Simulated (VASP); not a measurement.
Input of a VASP 6.6.1 run:

File INCAR:

```
PREC = Accurate
ENCUT = 520
EDIFF = 1E-7
ISMEAR = -1
SIGMA = 0.1
LREAL = F
LASPH = T
NELM = 60
ALGO = Fast
ISIF = 2
LWAVE = F
LCHARG = T
GGA = PE
LELF = T
LVHAR = T
NBANDS = 8
```

Contents of KPOINTS:

```
regular mesh
0
Gamma
  14 14 14
```

The input POSCAR:

```
As
1.0
    0.0000000000      2.0833050000      2.0833050000
    2.0833050000      0.0000000000      2.0833050000
    2.0833050000      2.0833050000      0.0000000000
As
1
Direct
    0.0000000000      0.0000000000      0.0000000000
```

Potentials or basis: VASP PAW PBE potentials, release 64 (As).

The run is started by

```console
$ cat potpaw_PBE.64/As/POTCAR > POTCAR
$ mpirun -np 1 vasp_std > vasp.out
```

Question: What does it give for the band gap on the k mesh?

Answer: None (metal or under the smearing width).

Question: What does it give for the pressure?

Answer: 6.1 GPa.
